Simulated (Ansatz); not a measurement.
# Platinum, beta-Sn type under r²SCAN: structure, energy and stiffness, part 2 of 2

Aim: take platinum in the beta-Sn type structure, relax it, solve it on a dense k-mesh, switch on spin-orbit coupling, then scale the cell to 7 volumes from 88 to 112 % of the relaxed one and try a fit of the equation of state. The k-meshes are 13×13×9 for the relaxation; 20×20×14 for the dense run; 12×12×9 for spin-orbit coupling; 14×14×10 for the volumes.

Ansatz 0.2.0; DFT, r2SCAN, plane waves (500 eV) with PAW, scalar-relativistic. The steps go on from the part before.

**3. Single point on a dense mesh**

input.yaml

```yaml
crystal:
  lattice:
    - [-2.1722855416, 2.5278115188, 1.3288945406]
    - [2.5278115188, -2.1722855416, 1.3288945406]
    - [2.5330118981, 2.5330118981, -0.6777480624]
  atoms:
    - { symbol: Pt, position: [0.0147521974, 0.9852478026, 1.0] }
    - { symbol: Pt, position: [0.7352478026, 0.2647521974, 0.5] }
hamiltonian:
  xc: r2scan
  pseudopotentials:
    kind: paw
    azcp:
      Pt: "pseudopotentials/Pt.paw.azcp"
basis:
  ecutwfc: 500
  fft_grid_basis: typed
kpoints:
  mp_grid: { grid: [20, 20, 14], shift: [0, 0, 0] }
magnetization:
  spin_polarized: false
scf:
  occupations: { method: fermi_dirac, width: 0.1 }
```

Command:

```sh
$ ansatz run input.yaml --threads 1 --pin off --max-ram 3584MiB --backend cpu --events-out ev --progress --plain --runs-dir out
```

The program printed (excerpt; [...] marks lines left out):

```text
Warning: 4 symmetry operations that the atoms keep within the bar at which the run's group was sought (crystal.symmetry.tolerance 1.0e-5, or twice it) were not taken beside the 4 unitary ones that the detection took (of a slab, those that keep its plane). If the more symmetric cell is [...]
Pseudopotentials: kind: paw
Pseudopotential: Pt, paw, valence charge 18, recommended cutoff 500 eV (meta_gga), <dir>
Functional definition: r2SCAN
[...]
Crystal: 2 atoms, lattice volume = 32.775 Å³
[...]
Symmetry: 4 space group operations
Space group: C2/c (ITA 15), of the structure as read, at distance tolerance 3.2e-5 Å
k-points: 1482 of 5600
[...]
SCF iter   1: F=—  HF=-25073.339689 eV  |F-HF|=—  |Δ(HF+E_count)|=         —  Δρ=1.49e-2  dr2=5.19e-2  dr2_τ=3.92e-2  ethr=1.77e-3  ⟨swp⟩=5.5  Hψ=136352  notcnv=0
[...]
SCF iter   6: F=-25073.364667 eV  HF=-25073.364667 eV  |F-HF|=9.07e-8  |Δ(HF+E_count)|=   1.53e-6  Δρ=2.20e-5  dr2=9.35e-8  dr2_τ=1.94e-8  ethr=2.78e-10  ⟨swp⟩=2.0  Hψ=98078  notcnv=0
[...]
SCF converged after 6 iterations
Free energy (F): -25073.364667 eV
[...]
E sigma→0 (E₀):  -25073.330546 eV
Entropy (-TS):   -0.068241 eV (-34.120 meV/atom)
Fermi energy:    20.888338 eV
[...]
```

Run time: 1.9 min. Hardware: 1 thread of Intel Xeon Platinum 8259CL at 2.50GHz (Skylake/Cascade Lake), shared host; peak memory 1.4 GiB.

**4. A two-component run at the same geometry**

input.yaml, as its differences from that of step 3:

```diff
@@ -11,3 +11,3 @@
   pseudopotentials:
-    kind: paw
+    kind: paw_fr
     azcp:
@@ -18,5 +18,6 @@
 kpoints:
-  mp_grid: { grid: [20, 20, 14], shift: [0, 0, 0] }
+  mp_grid: { grid: [12, 12, 9], shift: [0, 0, 0] }
 magnetization:
-  spin_polarized: false
+  noncollinear: true
+  spin_orbit: true
 scf:
```

Command:

```sh
$ ansatz run input.yaml --threads 1 --pin off --max-ram 3584MiB --backend cpu --events-out ev --progress --plain --runs-dir out
```

The program printed (excerpt; [...] marks lines left out):

```text
Warning: 4 symmetry operations that the atoms keep within the bar at which the run's group was sought (crystal.symmetry.tolerance 1.0e-5, or twice it) were not taken beside the 4 unitary ones that the detection took (of a slab, those that keep its plane). If the more symmetric cell is [...]
Pseudopotentials: kind: paw_fr
Pseudopotential: Pt, paw_fr, valence charge 18, recommended cutoff 500 eV (meta_gga), <dir>
[... 1 set-up line as earlier in the session ...]
[...]
SCF converged after 8 iterations
Magnetization: |M| = 0.0000 μB,  M = (+0.0000, +0.0000, +0.0000) μB
Absolute magnetization: 0.0000 μB (∫|m|)
  site 0: m = (+0.0000, +0.0000, +0.0000) μB, |m| = 0.0000 μB  (R = 1.07 Å)
  site 1: m = (+0.0000, +0.0000, +0.0000) μB, |m| = 0.0000 μB  (R = 1.07 Å)
Free energy (F): -25023.608081 eV
[...]
E sigma→0 (E₀):  -25023.574211 eV
Entropy (-TS):   -0.067740 eV (-33.870 meV/atom)
Fermi energy:    21.014709 eV
[...]
```

Run time: 2.7 min. Hardware: 1 thread of Intel Xeon Platinum 8259CL at 2.50GHz (Skylake/Cascade Lake), shared host; peak memory 1.2 GiB.

Side by side:

|  | scalar-relativistic | with spin-orbit coupling |
| --- | --- | --- |
| k-mesh | 20×20×14 | 12×12×9 |
| gap on the mesh | none (levels filled in part) | none (levels filled in part) |

The meshes differ, so small differences between the columns need not come from spin-orbit coupling.

**5. At 88 % of the relaxed volume**

input.yaml

```yaml
crystal:
  lattice:
    - [-2.0816664159, 2.4223612612, 1.273458338]
    - [2.4223612612, -2.0816664159, 1.273458338]
    - [2.4273447013, 2.4273447013, -0.6494751049]
  atoms:
    - { symbol: Pt, position: [0.0147521974, 0.9852478026, 1.0] }
    - { symbol: Pt, position: [0.7352478026, 0.2647521974, 0.5] }
hamiltonian:
  xc: r2scan
  pseudopotentials:
    kind: paw
    azcp:
      Pt: "pseudopotentials/Pt.paw.azcp"
basis:
  ecutwfc: 500
  fft_grid_basis: typed
kpoints:
  mp_grid: { grid: [14, 14, 10], shift: [0, 0, 0] }
magnetization:
  spin_polarized: false
scf:
  occupations: { method: fermi_dirac, width: 0.1 }
  lower_state_search: "off"
output:
  stress: true
```

Command:

```sh
$ ansatz run input.yaml --threads 1 --pin off --max-ram 3584MiB --backend cpu --events-out ev --progress --plain --runs-dir out
```

The program printed (excerpt; [...] marks lines left out):

```text
Warning: 4 symmetry operations that the atoms keep within the bar at which the run's group was sought (crystal.symmetry.tolerance 1.0e-5, or twice it) were not taken beside the 4 unitary ones that the detection took (of a slab, those that keep its plane). If the more symmetric cell is [...]
[... 3 set-up lines as earlier in the session ...]
[...]
Crystal: 2 atoms, lattice volume = 28.842 Å³
[...]
SCF iter   6: F=-25072.903746 eV  HF=-25072.903746 eV  |F-HF|=7.63e-8  |Δ(HF+E_count)|=   2.57e-6  Δρ=2.04e-5  dr2=8.12e-8  dr2_τ=9.57e-9  ethr=2.78e-10  ⟨swp⟩=3.0  Hψ=50668  notcnv=0
[...]
SCF converged after 6 iterations
Free energy (F): -25072.903746 eV
[...]
E sigma→0 (E₀):  -25072.876247 eV
Entropy (-TS):   -0.054997 eV (-27.499 meV/atom)
Fermi energy:    24.828788 eV
[...]
--- Stress (GPa, compression-positive) ---
       42.784152       2.699028      -0.181442
        2.699028      42.784152      -0.181442
       -0.181442      -0.181442      44.164354
  P = ⅓ Tr σ = 43.2442 GPa (432.442 kbar)
```

Run time: 48 s. Hardware: 1 thread of Intel Xeon Platinum 8259CL at 2.50GHz (Skylake/Cascade Lake), shared host; peak memory 0.84 GiB.

**6. At 92 % of the relaxed volume**

input.yaml, as its differences from that of step 5:

```diff
@@ -2,5 +2,5 @@
   lattice:
-    - [-2.0816664159, 2.4223612612, 1.273458338]
-    - [2.4223612612, -2.0816664159, 1.273458338]
-    - [2.4273447013, 2.4273447013, -0.6494751049]
+    - [-2.1127406451, 2.4585212379, 1.2924679815]
+    - [2.4585212379, -2.1127406451, 1.2924679815]
+    - [2.4635790688, 2.4635790688, -0.6591701925]
   atoms:
```

Command:

```sh
$ ansatz run input.yaml --threads 1 --pin off --max-ram 3584MiB --backend cpu --events-out ev --progress --plain --runs-dir out
```

The program printed (excerpt; [...] marks lines left out):

```text
Warning: 4 symmetry operations that the atoms keep within the bar at which the run's group was sought (crystal.symmetry.tolerance 1.0e-5, or twice it) were not taken beside the 4 unitary ones that the detection took (of a slab, those that keep its plane). If the more symmetric cell is [...]
[... 3 set-up lines as earlier in the session ...]
[...]
Crystal: 2 atoms, lattice volume = 30.153 Å³
[...]
SCF iter   6: F=-25073.180042 eV  HF=-25073.180042 eV  |F-HF|=4.60e-8  |Δ(HF+E_count)|=   1.76e-6  Δρ=1.80e-5  dr2=6.51e-8  dr2_τ=9.97e-9  ethr=2.78e-10  ⟨swp⟩=3.0  Hψ=50703  notcnv=0
[...]
SCF converged after 6 iterations
Free energy (F): -25073.180042 eV
[...]
E sigma→0 (E₀):  -25073.150826 eV
Entropy (-TS):   -0.058433 eV (-29.216 meV/atom)
Fermi energy:    23.396696 eV
[...]
--- Stress (GPa, compression-positive) ---
       24.795030       1.555979      -0.107930
        1.555979      24.795030      -0.107930
       -0.107930      -0.107930      25.563844
  P = ⅓ Tr σ = 25.0513 GPa (250.513 kbar)
```

Wall time 52 s (1 thread of Intel Xeon Platinum 8259CL at 2.50GHz (Skylake/Cascade Lake), shared host); peak memory 0.84 GiB.

**7. At 96 % of the relaxed volume**

input.yaml, as its differences from that of step 6:

```diff
@@ -2,5 +2,5 @@
   lattice:
-    - [-2.1127406451, 2.4585212379, 1.2924679815]
-    - [2.4585212379, -2.1127406451, 1.2924679815]
-    - [2.4635790688, 2.4635790688, -0.6591701925]
+    - [-2.1429267327, 2.4936477157, 1.3109343047]
+    - [2.4936477157, -2.1429267327, 1.3109343047]
+    - [2.498777811, 2.498777811, -0.668588182]
   atoms:
```

Command:

```sh
$ ansatz run input.yaml --threads 1 --pin off --max-ram 3584MiB --backend cpu --events-out ev --progress --plain --runs-dir out
```

The program printed (excerpt; [...] marks lines left out):

```text
Warning: 4 symmetry operations that the atoms keep within the bar at which the run's group was sought (crystal.symmetry.tolerance 1.0e-5, or twice it) were not taken beside the 4 unitary ones that the detection took (of a slab, those that keep its plane). If the more symmetric cell is [...]
[... 3 set-up lines as earlier in the session ...]
[...]
Crystal: 2 atoms, lattice volume = 31.464 Å³
[...]
SCF iter   6: F=-25073.324699 eV  HF=-25073.324699 eV  |F-HF|=5.57e-8  |Δ(HF+E_count)|=   1.58e-6  Δρ=2.00e-5  dr2=8.28e-8  dr2_τ=1.55e-8  ethr=2.78e-10  ⟨swp⟩=3.0  Hψ=50670  notcnv=0
[...]
SCF converged after 6 iterations
Free energy (F): -25073.324699 eV
[...]
E sigma→0 (E₀):  -25073.293738 eV
Entropy (-TS):   -0.061922 eV (-30.961 meV/atom)
Fermi energy:    22.085074 eV
[...]
--- Stress (GPa, compression-positive) ---
       10.796641       0.660139      -0.048322
        0.660139      10.796641      -0.048322
       -0.048322      -0.048322      11.100783
  P = ⅓ Tr σ = 10.8980 GPa (108.980 kbar)
```

It took 49 s on 1 thread of Intel Xeon Platinum 8259CL at 2.50GHz (Skylake/Cascade Lake), shared host; peak memory 0.86 GiB.

**8. At 100 % of the relaxed volume**

input.yaml, as its differences from that of step 7:

```diff
@@ -2,5 +2,5 @@
   lattice:
-    - [-2.1429267327, 2.4936477157, 1.3109343047]
-    - [2.4936477157, -2.1429267327, 1.3109343047]
-    - [2.498777811, 2.498777811, -0.668588182]
+    - [-2.1722855416, 2.5278115188, 1.3288945406]
+    - [2.5278115188, -2.1722855416, 1.3288945406]
+    - [2.5330118981, 2.5330118981, -0.6777480624]
   atoms:
```

Command:

```sh
$ ansatz run input.yaml --threads 1 --pin off --max-ram 3584MiB --backend cpu --events-out ev --progress --plain --runs-dir out
```

The program printed (excerpt; [...] marks lines left out):

```text
Warning: 4 symmetry operations that the atoms keep within the bar at which the run's group was sought (crystal.symmetry.tolerance 1.0e-5, or twice it) were not taken beside the 4 unitary ones that the detection took (of a slab, those that keep its plane). If the more symmetric cell is [...]
[... 3 set-up lines as earlier in the session ...]
[...]
Crystal: 2 atoms, lattice volume = 32.775 Å³
[...]
SCF iter   6: F=-25073.366989 eV  HF=-25073.366989 eV  |F-HF|=8.70e-8  |Δ(HF+E_count)|=   1.52e-6  Δρ=2.12e-5  dr2=8.76e-8  dr2_τ=1.82e-8  ethr=2.78e-10  ⟨swp⟩=3.0  Hψ=50677  notcnv=0
[...]
SCF converged after 6 iterations
Free energy (F): -25073.366989 eV
[...]
E sigma→0 (E₀):  -25073.334201 eV
Entropy (-TS):   -0.065577 eV (-32.788 meV/atom)
Fermi energy:    20.880287 eV
[...]
--- Stress (GPa, compression-positive) ---
       -0.082812      -0.040254       0.000803
       -0.040254      -0.082812       0.000803
        0.000803       0.000803      -0.123694
  P = ⅓ Tr σ = -0.0964 GPa (-0.964 kbar)
```

Wall time 58 s (1 thread of Intel Xeon Platinum 8259CL at 2.50GHz (Skylake/Cascade Lake), shared host); peak memory 0.87 GiB.

**9. At 104 % of the relaxed volume**

input.yaml, as its differences from that of step 8:

```diff
@@ -2,5 +2,5 @@
   lattice:
-    - [-2.1722855416, 2.5278115188, 1.3288945406]
-    - [2.5278115188, -2.1722855416, 1.3288945406]
-    - [2.5330118981, 2.5330118981, -0.6777480624]
+    - [-2.2008715243, 2.5610760113, 1.3463820005]
+    - [2.5610760113, -2.2008715243, 1.3463820005]
+    - [2.5663448245, 2.5663448245, -0.6866668229]
   atoms:
```

Command:

```sh
$ ansatz run input.yaml --threads 1 --pin off --max-ram 3584MiB --backend cpu --events-out ev --progress --plain --runs-dir out
```

The program printed (excerpt; [...] marks lines left out):

```text
Warning: 4 symmetry operations that the atoms keep within the bar at which the run's group was sought (crystal.symmetry.tolerance 1.0e-5, or twice it) were not taken beside the 4 unitary ones that the detection took (of a slab, those that keep its plane). If the more symmetric cell is [...]
[... 3 set-up lines as earlier in the session ...]
[...]
Crystal: 2 atoms, lattice volume = 34.086 Å³
[...]
SCF iter   6: F=-25073.329891 eV  HF=-25073.329891 eV  |F-HF|=1.22e-7  |Δ(HF+E_count)|=   1.48e-6  Δρ=2.27e-5  dr2=9.40e-8  dr2_τ=1.88e-8  ethr=2.78e-10  ⟨swp⟩=3.0  Hψ=50728  notcnv=0
[...]
SCF converged after 6 iterations
Free energy (F): -25073.329891 eV
[...]
E sigma→0 (E₀):  -25073.295162 eV
Entropy (-TS):   -0.069459 eV (-34.729 meV/atom)
Fermi energy:    19.770846 eV
[...]
--- Stress (GPa, compression-positive) ---
       -8.510105      -0.585048       0.042407
       -0.585048      -8.510105       0.042407
        0.042407       0.042407      -8.794821
  P = ⅓ Tr σ = -8.6050 GPa (-86.050 kbar)
```

It took 51 s on 1 thread of Intel Xeon Platinum 8259CL at 2.50GHz (Skylake/Cascade Lake), shared host; peak memory 0.88 GiB.

**10. At 108 % of the relaxed volume**

input.yaml, as its differences from that of step 9:

```diff
@@ -2,5 +2,5 @@
   lattice:
-    - [-2.2008715243, 2.5610760113, 1.3463820005]
-    - [2.5610760113, -2.2008715243, 1.3463820005]
-    - [2.5663448245, 2.5663448245, -0.6866668229]
+    - [-2.2287336153, 2.5934981369, 1.3634266201]
+    - [2.5934981369, -2.2287336153, 1.3634266201]
+    - [2.598833651, 2.598833651, -0.6953597308]
   atoms:
```

Command:

```sh
$ ansatz run input.yaml --threads 1 --pin off --max-ram 3584MiB --backend cpu --events-out ev --progress --plain --runs-dir out
```

The program printed (excerpt; [...] marks lines left out):

```text
Warning: 4 symmetry operations that the atoms keep within the bar at which the run's group was sought (crystal.symmetry.tolerance 1.0e-5, or twice it) were not taken beside the 4 unitary ones that the detection took (of a slab, those that keep its plane). If the more symmetric cell is [...]
[... 3 set-up lines as earlier in the session ...]
[...]
Crystal: 2 atoms, lattice volume = 35.397 Å³
[...]
SCF iter   7: F=-25073.231538 eV  HF=-25073.231538 eV  |F-HF|=1.04e-8  |Δ(HF+E_count)|=   1.82e-7  Δρ=6.73e-6  dr2=1.22e-8  dr2_τ=5.86e-10  ethr=2.78e-10  ⟨swp⟩=4.0  Hψ=39052  notcnv=0
[...]
SCF converged after 7 iterations
Free energy (F): -25073.231538 eV
[...]
E sigma→0 (E₀):  -25073.194718 eV
Entropy (-TS):   -0.073639 eV (-36.819 meV/atom)
Fermi energy:    18.747064 eV
[...]
--- Stress (GPa, compression-positive) ---
      -14.996131      -1.004664       0.078878
       -1.004664     -14.996131       0.078878
        0.078878       0.078878     -15.436654
  P = ⅓ Tr σ = -15.1430 GPa (-151.430 kbar)
```

It took 52 s on 1 thread of Intel Xeon Platinum 8259CL at 2.50GHz (Skylake/Cascade Lake), shared host; peak memory 0.9 GiB.

**11. At 112 % of the relaxed volume**

input.yaml, as its differences from that of step 10:

```diff
@@ -2,5 +2,5 @@
   lattice:
-    - [-2.2287336153, 2.5934981369, 1.3634266201]
-    - [2.5934981369, -2.2287336153, 1.3634266201]
-    - [2.598833651, 2.598833651, -0.6953597308]
+    - [-2.2559159725, 2.6251292803, 1.3800554129]
+    - [2.6251292803, -2.2559159725, 1.3800554129]
+    - [2.6305298682, 2.6305298682, -0.7038405633]
   atoms:
```

Command:

```sh
$ ansatz run input.yaml --threads 1 --pin off --max-ram 3584MiB --backend cpu --events-out ev --progress --plain --runs-dir out
```

The program printed (excerpt; [...] marks lines left out):

```text
Warning: 4 symmetry operations that the atoms keep within the bar at which the run's group was sought (crystal.symmetry.tolerance 1.0e-5, or twice it) were not taken beside the 4 unitary ones that the detection took (of a slab, those that keep its plane). If the more symmetric cell is [...]
[... 3 set-up lines as earlier in the session ...]
[...]
Crystal: 2 atoms, lattice volume = 36.708 Å³
[...]
SCF iter   7: F=-25073.086352 eV  HF=-25073.086352 eV  |F-HF|=1.24e-8  |Δ(HF+E_count)|=   2.07e-7  Δρ=6.98e-6  dr2=1.36e-8  dr2_τ=6.83e-10  ethr=2.78e-10  ⟨swp⟩=4.0  Hψ=39139  notcnv=0
[...]
SCF converged after 7 iterations
Free energy (F): -25073.086352 eV
[...]
E sigma→0 (E₀):  -25073.047352 eV
Entropy (-TS):   -0.078001 eV (-39.001 meV/atom)
Fermi energy:    17.800846 eV
[...]
--- Stress (GPa, compression-positive) ---
      -19.938739      -1.322153       0.112092
       -1.322153     -19.938739       0.112092
        0.112092       0.112092     -20.456555
  P = ⅓ Tr σ = -20.1113 GPa (-201.113 kbar)
```

It took 61 s on 1 thread of Intel Xeon Platinum 8259CL at 2.50GHz (Skylake/Cascade Lake), shared host; peak memory 0.93 GiB.

**12. Fitting the volumes**

The cell was scaled evenly, with its shape and the fractional positions fixed.

| V (Å³/atom) | E − E₀ (meV/atom) | P from the stress (GPa) | P from the fit (GPa) |
| --- | --- | --- | --- |
| 14.421 | 228.9 | 43.24 | 43.13 |
| 15.076 | 91.6 | 25.05 | 24.82 |
| 15.732 | 20.2 | 10.90 | 10.66 |
| 16.387 | 0.0 | -0.10 | -0.32 |
| 17.043 | 19.5 | -8.61 | -8.83 |
| 17.698 | 69.7 | -15.14 | -15.40 |
| 18.354 | 143.4 | -20.11 | -20.46 |

Fit (Birch-Murnaghan, third order): V₀ = 16.366 Å³/atom, B₀ = 243 GPa, B₀′ = 5.4, largest residual 0.08 meV/atom.

Fit and stress differ a little: one follows E(σ → 0), the other the smeared free energy.

**13. Results**

This closing draws on all 2 parts.

```
                      quantity                                  value
space group (spins left aside)                          Cmcm (No. 63)
             conventional cell  a = 2.705 Å, b = 6.647 Å, c = 3.646 Å
                        volume                         16.387 Å³/atom
             shortest distance                                2.603 Å
               gap on the mesh           none (levels filled in part)
               relative to fcc                          +125 meV/atom
                   V₀, B₀, B₀′           16.366 Å³/atom, 243 GPa, 5.4
```

**Reading.** From the guessed start the volume grew by 3.4 % in 17 steps. What began as beta-Sn type has relaxed into Cmcm. What follows belongs to that structure, not to the type named at the start. The mesh has less symmetry than the lattice, which may have let the distortion in. It lies 125 meV/atom above the element's reference form at the same level (fcc, from a run of its own). No gap shows: it is a metal or semimetal at this level. Totals with and without spin-orbit coupling (+24.9 eV/atom apart) can't be read as binding, since the two-component data shift the zero of energy. B₀ comes out at 243 GPa; letting shape and positions relax at each volume could only lower it.
